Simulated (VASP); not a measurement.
# MnO2 (P6_3/mmc) in VASP: equation of state, part 2 of 2

VASP 6.6.1. Earlier steps stand in the parts before.

### 6 Equation of state, PBEsol, collinear spin, ferromagnetic start, 12.51 Å³/atom (volume scaled by 1.04)

File INCAR:

```
  PREC = Accurate
  ENCUT = 520
  EDIFF = 1E-7
  ISMEAR = -1
  SIGMA = 0.05
  LREAL = F
  LASPH = T
  NELM = 100
  ALGO = Normal
  ISIF = 2
  LWAVE = F
  LCHARG = F
  ISPIN = 2
  MAGMOM = 4 4 0 0 0 0
  LORBIT = 11
  LMAXMIX = 4
  GGA = PS
  NBANDS = 38
  KPAR = 2
```

File KPOINTS:

```
regular mesh
0
Gamma
  11 11 3
```

File POSCAR:

```
MnO2
1.0
    2.8925249486      0.0000000000      0.0000000000
   -1.4462624742      2.5050000866      0.0000000000
    0.0000000000      0.0000000000     10.3562547676
Mn O
2 4
Direct
    0.0000000000      0.0000000000      0.5000000000
    0.0000000000      0.0000000000      0.0000000000
    0.6666666667      0.3333333333      0.4068564500
    0.6666666667      0.3333333333      0.0931435500
    0.3333333333      0.6666666667      0.5931435500
    0.3333333333      0.6666666667      0.9068564500
```

Potentials or basis: VASP PAW PBE potentials, release 64 (Mn_pv, O).

Run with:

```console
$ cat potpaw_PBE.64/Mn_pv/POTCAR potpaw_PBE.64/O/POTCAR > POTCAR
$ mpirun -np 2 vasp_std > vasp.out
```

OUTCAR:

```text
PREC = Accurate
   ENCUT = 520
   EDIFF = 1E-7
   ISMEAR = -1
   LREAL = F
   LASPH = T
   NELM = 100
   ISIF = 2
   ISPIN = 2
   LORBIT = 11
   GGA = PS

 Found     32 irreducible k-points:

 Following reciprocal coordinates:
            Coordinates               Weight
  0.000000  0.000000  0.000000      1.000000
  0.090909 -0.000000  0.000000      6.000000
  0.181818 -0.000000  0.000000      6.000000
  0.272727 -0.000000  0.000000      6.000000
  0.363636 -0.000000  0.000000      6.000000
  0.454545 -0.000000  0.000000      6.000000
   k-points           NKPTS =     32   k-points in BZ     NKDIM =     32   number of bands    NBANDS=     38
   number of dos      NEDOS =    301   number of ions     NIONS =      6
   total plane-waves  NPLWV =  46080
   dimension x,y,z NGX =    24 NGY =   24 NGZ =   80
   dimension x,y,z NGXF=    48 NGYF=   48 NGZF=  160
   ions per type =               2   4
   NGX,Y,Z   is equivalent  to a cutoff of  13.79, 13.79, 12.84 a.u.
   NGXF,Y,Z  is equivalent  to a cutoff of  27.59, 27.59, 25.68 a.u.
 SYSTEM =  unknown system
   PREC   = accura    normal or accurate (medium, high low for compatibility)
   ISTART =      0    job   : 0-new  1-cont  2-samecut
   ICHARG =      2    charge: 1-file 2-atom 10-const
   ISPIN  =      2    spin polarized calculation?
   LNONCOLLINEAR =      F non collinear calculations
   LSORBIT =      F    spin-orbit coupling
   LASPH  =      T    aspherical Exc in radial PAW
   ENCUT  =  520.0 eV  38.22 Ry    6.18 a.u.   5.38  5.38 19.26*2*pi/ulx,y,z
   NELM   =    100;   NELMIN=  2; NELMDL= -5     # of ELM steps
   EDIFF  = 0.1E-06   stopping-criterion for ELM
   LREAL  =      F    real-space projection
   EDIFFG = 0.1E-05   stopping-criterion for IOM
   NSW    =      0    number of steps for IOM
   IBRION =     -1    ionic relax: 0-MD 1-quasi-New 2-CG
   NFREE  =      0    steps in history (QN), initial steepest desc. (CG)
   ISIF   =      2    stress and relaxation
   ISYM   =      2    0-nonsym 1-usesym 2-fastsym
   POTIM  = 0.5000    time-step for ionic-motion
   TEBEG  =    0.0;   TEEND  =   0.0 temperature during run
   PSTRESS=    0.0 pullay stress
   NELECT =      50.0000    total number of electrons
   NUPDOWN=      -1.0000    fix difference up-down
   EMIN   =  10.00;   EMAX   =-10.00  energy-range for DOS
   EFERMI =   0.00;   METHOD = LEGACY
   ISMEAR =    -1;   SIGMA  =   0.05  broadening in eV -4-tet -1-fermi 0-gaus
   EFERMI_NEDOS =   21; number of points for ismear=-14 and -15
   IALGO  =     38    algorithm
   IMIX   =      4    mixing-type and parameters
     AMIX     =   0.40;   BMIX     =  1.00
     AMIX_MAG =   1.60;   BMIX_MAG =  1.00
  volume/ion in A,a.u.               =      12.51        84.40
  Fermi-wavevector in a.u.,A,eV,Ry     =   1.429889  2.702098 27.818232  2.044582
  Thomas-Fermi vector in A             =   2.549794
   LORBIT       =     11    0 simple, 1 ext, 2 COOP (PROOUT), +10 PAW based schemes
   GGA     = PS    functional components
   LHFCALC =     F    Hartree Fock is set to
   AEXX    =    0.0000 exact exchange contribution
   IVDW    =     0    specifies the selected vdW correction
   LEPSILON=     F    determine dielectric tensor
   LRPA    =     F    only Hartree local field effects (RPA)
 spin polarized calculation
  energy-cutoff  :      520.00
  volume of cell :       75.04
 maximum number of plane-waves:      2072
 NGX is ok and might be reduce to    24
   NGX = 11   NGY = 11   NGZ = 39

 number of electron      49.9999982 magnetization       6.0000547

 Free energy of the ion-electron system (eV)
  ---------------------------------------------------
  ext. energy  EPLUGINS =         0.00000000
  ---------------------------------------------------
  free energy    TOTEN  =       -50.02486047 eV

  energy without entropy =      -50.02485322  energy(sigma->0) =      -50.02485684

 E-fermi :   2.1036     XC(G=0): -10.0059

 val. band max:        1.6345593980   @ k =   0.0909  -0.0000   0.0000
 cond. band min:       2.5397470615   @ k =   0.0000   0.0000   0.0000
 fundamental gap:      0.9051876635
 Fermi energy:         2.1035993761

 spin component 1

 k-point     1 :       0.0000    0.0000    0.0000
  band No.  band energies     occupation
      1     -48.4273      1.00000
      2     -48.4273      1.00000
      3     -48.4273      1.00000
      4     -48.4273      1.00000
      5     -48.4174      1.00000
      6     -48.4174      1.00000
[... 29 lines left out ...]
     36      11.7399      0.00000
     37      13.5933      0.00000

 k-point     2 :       0.0909   -0.0000    0.0000
  band No.  band energies     occupation
      1     -48.4385      1.00000
      2     -48.4385      1.00000
      3     -48.4299      1.00000
      4     -48.4299      1.00000
      5     -48.4156      1.00000
      6     -48.4156      1.00000
[... 29 lines left out ...]
     36      12.1335      0.00000
     37      13.9151      0.00000
[... 118 lines left out ...]
     36      14.6329      0.00000
     37      14.9843      0.00000

 k-point     6 :       0.4545   -0.0000    0.0000
  band No.  band energies     occupation
      1     -48.5644      1.00000
      2     -48.5644      1.00000
      3     -48.4587      1.00000
      4     -48.4587      1.00000
      5     -48.3949      1.00000
      6     -48.3949      1.00000
[... 29 lines left out ...]
     36      13.8470      0.00000
     37      14.5833      0.00000

 [... further k-points ...]

 spin component 2

 k-point     1 :       0.0000    0.0000    0.0000
  band No.  band energies     occupation
      1     -45.3522      1.00000
      2     -45.3522      1.00000
      3     -45.3522      1.00000
      4     -45.3522      1.00000
      5     -45.1877      1.00000
      6     -45.1876      1.00000
[... 29 lines left out ...]
     36      12.2526      0.00000
     37      13.9937      0.00000

 k-point     2 :       0.0909   -0.0000    0.0000
  band No.  band energies     occupation
      1     -45.3655      1.00000
      2     -45.3655      1.00000
      3     -45.3552      1.00000
      4     -45.3551      1.00000
      5     -45.1853      1.00000
      6     -45.1853      1.00000
[... 29 lines left out ...]
     36      12.6503      0.00000
     37      14.3468      0.00000
[... 118 lines left out ...]
     36      14.9831      0.00000
     37      15.6934      0.00000

 k-point     6 :       0.4545   -0.0000    0.0000
  band No.  band energies     occupation
      1     -45.5148      1.00000
      2     -45.5148      1.00000
      3     -45.3886      1.00000
      4     -45.3885      1.00000
      5     -45.1590      1.00000
      6     -45.1590      1.00000
[... 29 lines left out ...]
     36      14.1079      0.00000
     37      15.0562      0.00000

 [... further k-points ...]

 [bands above 37 left out]

------------------------ aborting loop because EDIFF is reached ----------------------------------------

  FORCE on cell =-STRESS in cart. coord.  units (eV):
  Direction    XX          YY          ZZ          XY          YZ          ZX
  --------------------------------------------------------------------------------------
  -------------------------------------------------------------------------------------
  Total       -4.2896567     -4.2896567     -2.3521506     -0.0000000      0.0000000      0.0000000
  in kB      -91.5894686    -91.5894686    -50.2213199     -0.0000000      0.0000000      0.0000000
  external PRESSURE =     -77.8000857 kB  Pullay stress =       0.0000000 kB

 VOLUME and BASIS-vectors are now :
 -----------------------------------------------------------------------------
  energy-cutoff  :      520.00
  volume of cell :       75.04
      direct lattice vectors                 reciprocal lattice vectors
     2.892524949  0.000000000  0.000000000     0.345718712  0.199600791  0.000000000
    -1.446262474  2.505000087  0.000000000     0.000000000  0.399201583  0.000000000
     0.000000000  0.000000000 10.356254768     0.000000000  0.000000000  0.096560004

 POSITION                                       TOTAL-FORCE (eV/Angst)
 -----------------------------------------------------------------------------------
      0.00000      0.00000      5.17813        -0.000000      0.000000      0.000000
      0.00000      0.00000      0.00000        -0.000000      0.000000      0.000000
      1.44626      0.83500      4.21351        -0.000000      0.000000      0.640302
      1.44626      0.83500      0.96462        -0.000000     -0.000000     -0.640302
     -0.00000      1.67000      6.14275         0.000000      0.000000     -0.640302
     -0.00000      1.67000      9.39164         0.000000      0.000000      0.640302
 -----------------------------------------------------------------------------------
    total drift:                               -0.000000      0.000000      0.000000

  FREE ENERGIE OF THE ION-ELECTRON SYSTEM (eV)
  ---------------------------------------------------
  free  energy   TOTEN  =       -50.0248604661 eV

  energy  without entropy=      -50.0248532207  energy(sigma->0) =      -50.02485684

 total charge

# of ion       s       p       d       tot
------------------------------------------
    1        0.345   6.441   4.893  11.680
    2        0.345   6.441   4.893  11.680
    3        1.577   3.374   0.000   4.951
    4        1.577   3.374   0.000   4.951
    5        1.577   3.374   0.000   4.951
    6        1.577   3.374   0.000   4.951
--------------------------------------------------
tot          6.997  26.380   9.786  43.164

 magnetization (x)

# of ion       s       p       d       tot
------------------------------------------
    1        0.030   0.038   2.806   2.874
    2        0.030   0.038   2.806   2.874
    3        0.004   0.020   0.000   0.023
    4        0.004   0.020   0.000   0.023
    5        0.004   0.020   0.000   0.023
    6        0.004   0.020   0.000   0.023
--------------------------------------------------
tot          0.075   0.155   5.611   5.841
```

Run time: 93 s. Hardware: 2 MPI ranks of Intel Xeon Platinum 8259CL at 2.50GHz (Skylake/Cascade Lake), shared host; peak memory 0.3 GiB.

What came out:

- Free energy: -50.0249 eV
- Pressure: -7.8 GPa
- Largest force: 0.640 eV/Å
- Band gap on the k mesh: 0.91 eV, indirect (least direct gap 0.96 eV)
- Net moment: 6.00 μB per cell
- Site moments: Mn +2.87; O +0.02 μB
- Valence electrons inside the program's atomic spheres: Mn 11.68; O 4.95

Caveat: the PAW data sets were made with another functional, which shifts forces and pressure a little; an odd mesh through Γ misses points on the zone boundary, where band edges often lie; only a ferromagnetic start was run, and an antiferromagnetic order may lie lower in energy.

### 7 Equation of state, PBEsol, collinear spin, ferromagnetic start, 12.75 Å³/atom (volume scaled by 1.06)

INCAR is that of step 6.

KPOINTS is that of step 6.

POSCAR, as its differences from that of step 6:

```diff
@@ -2,5 +2,5 @@
 1.0
-    2.8925249486      0.0000000000      0.0000000000
-   -1.4462624742      2.5050000866      0.0000000000
-    0.0000000000      0.0000000000     10.3562547676
+    2.9109491711      0.0000000000      0.0000000000
+   -1.4554745855      2.5209559313      0.0000000000
+    0.0000000000      0.0000000000     10.4222199523
 Mn O
```

Run with:

```console
$ cat potpaw_PBE.64/Mn_pv/POTCAR potpaw_PBE.64/O/POTCAR > POTCAR
$ mpirun -np 2 vasp_std > vasp.out
```

Run time: 1.7 min. Hardware: 2 MPI ranks of Intel Xeon Platinum 8259CL at 2.50GHz (Skylake/Cascade Lake), shared host; peak memory 0.3 GiB.

The run converged. Its results:

```
Free energy                                           : -49.9445 eV
Pressure                                              : -10.5 GPa
Largest force                                         : 0.875 eV/Å
Band gap on the k mesh                                : 0.97 eV, indirect (least direct gap 1.03 eV)
Net moment                                            : 6.00 μB per cell
Site moments                                          : Mn +2.89; O +0.01 μB
Valence electrons inside the program's atomic spheres : Mn 11.64; O 4.94
```

Caveat: the PAW data sets were made with another functional, which shifts forces and pressure a little; an odd mesh through Γ misses points on the zone boundary, where band edges often lie; only a ferromagnetic start was run, and an antiferromagnetic order may lie lower in energy.

### 8 Equation of state, PBEsol, collinear spin, ferromagnetic start

Potentials or basis: VASP PAW PBE potentials, release 64 (Mn_pv, O).

This step only gathers the single runs of the series.

What came out:

```yaml
Equilibrium_volume: 11.94 Å³/atom
Bulk_modulus_at_fixed_shape_and_positions: 183 GPa
Pressure_derivative_of_the_bulk_modulus: 4.6
```

Energy against volume, from the lowest point:
```csv
volume (Å³/atom),energy (meV/atom)
11.304,21.41
11.544,7.83
11.785,0.94
12.025,0.00
12.266,4.39
12.507,13.54
12.747,26.92
```

Caveat: the cell was scaled at fixed shape and fractional positions, which overstates the stiffness of a crystal with free parameters, most of all of layers and chains; the PAW data sets were made with another functional, which shifts forces and pressure a little.
